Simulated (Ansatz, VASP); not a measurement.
## Si: VASP beside Ansatz

INCAR

```
SYSTEM = Si
  ALGO = Normal
  EDIFF = 1E-6
  ENCUT = 520
  GGA = PE
  ISIF = 2
  ISMEAR = 0
  LASPH = .True.
  LCHARG = .False.
  LREAL = .False.
  LWAVE = .False.
  NBANDS = 16
  NELM = 100
  PREC = Accurate
  SIGMA = 0.05
```

Contents of KPOINTS:

```
k-points
0
Gamma
  12 12 6
  0 0 0
```

The input POSCAR:

```
Si
1.0
    3.8510822046     -0.1155324661      0.0000000000
   -2.0255951529      3.3929012543      0.0000000000
    0.0000000000      0.0000000000      6.3646810974
Si
4
Direct
    0.3333333333      0.6666666667      0.0629320729
    0.6666666667      0.3333333333      0.5629320729
    0.3333333333      0.6666666667      0.4370679271
    0.6666666667      0.3333333333      0.9370679271
```

Input for Ansatz:

```yaml
crystal:
  lattice:
    - [3.8510822046, -0.1155324661, 0.0]
    - [-2.0255951529, 3.3929012543, 0.0]
    - [0.0, 0.0, 6.3646810974]
  atoms:
    - { symbol: Si, position: [0.3333333333, 0.6666666667, 0.0629320729] }
    - { symbol: Si, position: [0.6666666667, 0.3333333333, 0.5629320729] }
    - { symbol: Si, position: [0.3333333333, 0.6666666667, 0.4370679271] }
    - { symbol: Si, position: [0.6666666667, 0.3333333333, 0.9370679271] }
basis:
  ecutwfc: 420
kpoints:
  mp_grid: { grid: [12, 12, 6] }
hamiltonian:
  xc: pbe
  pseudopotentials: { kind: paw, azcp: { folder: soft_1 } }
scf:
  occupations: { method: gaussian, width: 0.05 }
output:
  forces: true
  stress: true
  eigenvalues: true
```

Change from the starting cell: engineering shear strain xy -0.0600, strain +e along x and -e along y +0.0000.

Alike in both runs: task single point; functional PBE; k mesh 12 × 12 × 6; occupations gaussian, width 0.05 eV; no spin polarisation.

```csv
,VASP,Ansatz
version,VASP 6.6.1,Ansatz 0.2.0
potentials or method,"VASP PAW PBE potentials, release 64 (Si)","scalar-relativistic, plane waves, PAW"
plane-wave cutoff (eV),520,420
valence electrons in the cell,16,16
```

VASP gave:

| Item | Value |
| --- | --- |
| gap on the k mesh at the Fermi level (eV) | 0.01 |
| least direct gap on the mesh (eV) | 0.69 |
| pressure (GPa) | 0.2 |
| largest component of the traceless stress (GPa) | 5.10 |
| rms of the force components (eV/Å) | 0.266 |

Estimate Ansatz's values.

gap on the k mesh at the Fermi level (eV): 0.01; least direct gap on the mesh (eV): 0.69; pressure (GPa): 0.3; largest component of the traceless stress (GPa): 5.09; rms of the force components (eV/Å): 0.268.

Atom by atom the forces differ by 0.001 eV/Å (rms over components). The functional is the same, so the differences come from potentials, cutoffs and numerics.
